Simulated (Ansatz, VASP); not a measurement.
**Two plane-wave programs on CdTe**

```
Cd Te
1.0
     2.99755    2.99755    0.00000
    -2.99755    2.99755    0.00000
     0.00000    2.99755    2.99755
Cd Te
1 1
Direct
  0.00000 0.00000 0.00000
  0.75000 0.25000 0.50000
```

Alike in both runs: functional LDA; k mesh 6 × 6 × 6; no spin polarisation.

Ansatz relaxed the structure, and its values are those at the end. VASP's run is a single point on that final structure, the one shown.

```csv
,VASP,Ansatz
version,VASP 6.6.1,Ansatz 0.2.0
potentials or method,"VASP PAW LDA potentials, release 64 (Cd, Te)","PAW with Ansatz's default frozen-core files, scalar-relativistic"
plane-wave cutoff (eV),520,420
occupations,"gaussian, width 0.01 eV",fixed
valence electrons in the cell,18,36
```

|  | VASP | Ansatz | Ansatz less VASP |
| --- | --- | --- | --- |
| pressure (GPa) | 15.6 | 15.0 | -0.62 |

The two sets of potentials don't hold the same shells in valence.

Caveats: so large a pressure means that the cell lies far from this level's equilibrium, or that cutoff or potentials fall short (VASP).
